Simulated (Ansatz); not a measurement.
# Y: the cost of one run

Method: DFT PBEsol, scalar-relativistic, plane waves, PAW, in Ansatz 0.2.0.

This is Y in the fcc structure; at room conditions it is hcp.

1 further run of the same task is left out (set aside as unsound or not needed).

## 1. Starting point

The structure is cubic, space group Fm-3m (No. 225). Conventional cell: a = 4.977 Å, b = 4.977 Å, c = 4.977 Å, α = 90.00°, β = 90.00°, γ = 90.00°. Y (site symmetry m-3m) has 12 Y at 3.52 Å as nearest neighbours.

As a file:

```cif
data_structure
_symmetry_space_group_name_H-M 'Fm-3m'
_symmetry_Int_Tables_number 225
_cell_length_a 4.9769
_cell_length_b 4.9769
_cell_length_c 4.9769
_cell_angle_alpha 90.000
_cell_angle_beta 90.000
_cell_angle_gamma 90.000
_cell_volume 123.28
loop_
_atom_site_label
_atom_site_type_symbol
_atom_site_symmetry_multiplicity
_atom_site_Wyckoff_symbol
_atom_site_fract_x
_atom_site_fract_y
_atom_site_fract_z
_atom_site_occupancy
Y1 Y 4 a 0.00000 0.00000 0.00000 1
```

This cell was relaxed beforehand with the same method: volume 30.82 Å³/atom, gap on the mesh none (metal).

## 2. Static run: bands, density of states and charges

input.yaml

```yaml
crystal:
  lattice:
    - [0.0, 2.4884723554, 2.4884723554]
    - [2.4884723554, 0.0, 2.4884723554]
    - [2.4884723554, 2.4884723554, 0.0]
  atoms:
    - { symbol: "Y", position: [0.0, 0.0, 0.0] }
basis:
  ecutwfc: 420
kpoints:
  mp_grid: { grid: [14, 14, 14] }
  band_path:
    path:
      - [[0.0, 0.0, 0.0], [0.5, 0.0, 0.5], [0.625, 0.25, 0.625]]
      - [[0.375, 0.375, 0.75], [0.0, 0.0, 0.0], [0.5, 0.5, 0.5], [0.5, 0.25, 0.75], [0.5, 0.0, 0.5]]
    npoints: 14
hamiltonian:
  xc: pbesol
scf:
  occupations: { method: gaussian, width: 0.1 }
  n_extra_bands: 6
output:
  forces: true
  stress: true
  eigenvalues: true
  populations: true
  dos: { projected: true, de: 0.02, nscf_kmesh: { grid: [21, 21, 21] } }
  bader: true
  write_density: true
  write_potential: true
  elf: true
  volumetric_format: npy
```

On the command line:

```bash
ansatz run input.yaml --threads 1 --pin off --max-ram 2560MiB --backend cpu --events-out ev --progress --plain --runs-dir out
```

**Question.** How long does this run take on 1 thread of Intel Xeon at 2.50GHz (Skylake/Cascade Lake), shared host, and how much memory does it need?

About 26 s, with a peak of 0.35 GiB.
